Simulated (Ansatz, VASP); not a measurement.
Two plane-wave programs on InAs

The input INCAR:

```
  PREC = Accurate
  ENCUT = 520
  EDIFF = 1E-6
  ISMEAR = 0
  SIGMA = 0.05
  LREAL = False
  LASPH = True
  NELM = 80
  ALGO = Normal
  ISIF = 2
  LWAVE = False
  LCHARG = True
  GGA = CA
  LELF = True
  LVHAR = True
  NBANDS = 16
```

KPOINTS

```
Automatic mesh
0
Gamma
  6 6 6
```

The input POSCAR:

```
InAs
1.0
    0.0000000000      3.0240000793      3.0240000793
    3.0240000793      0.0000000000      3.0240000793
    3.0240000793      3.0240000793      0.0000000000
In As
1 1
Direct
    0.0000000000      0.0000000000      0.0000000000
    0.7500000000      0.7500000000      0.7500000000
```

Input for Ansatz:

```yaml
crystal:
  lattice:
    - [0.0, 3.0240000793, 3.0240000793]
    - [3.0240000793, 0.0, 3.0240000793]
    - [3.0240000793, 3.0240000793, 0.0]
  atoms:
    - { symbol: In, position: [0.0, 0.0, 0.0] }
    - { symbol: As, position: [0.75, 0.75, 0.75] }
basis:
  ecutwfc: 420
  ecutrho_ratio: 4
kpoints:
  mp_grid: { grid: [6, 6, 6] }
hamiltonian:
  xc: lda
scf:
  occupations: { method: gaussian, width: 0.05 }
output:
  forces: true
  stress: true
  eigenvalues: true
```

Alike in both runs: task single point; functional LDA; k mesh 6 × 6 × 6; occupations gaussian, width 0.05 eV; no spin polarisation.

|  | VASP | Ansatz |
| --- | --- | --- |
| version | VASP 6.6.1 | Ansatz 0.2.0 |
| potentials or method | VASP PAW LDA potentials, release 64 (In_d, As) | scalar-relativistic, plane waves, PAW |
| plane-wave cutoff (eV) | 520 | 420 |
| valence electrons in the cell | 18 | 28 |

Ansatz gave:

```
gap on the k mesh at the Fermi level (eV) : none
pressure (GPa)                            : -0.6
```

Q: What did VASP give for the same quantities?

A: gap on the k mesh at the Fermi level (eV): none; pressure (GPa): -0.4.

A gap of «none» marks a metal or a gap that the smearing closes. The two sets of potentials don't hold the same shells in valence.
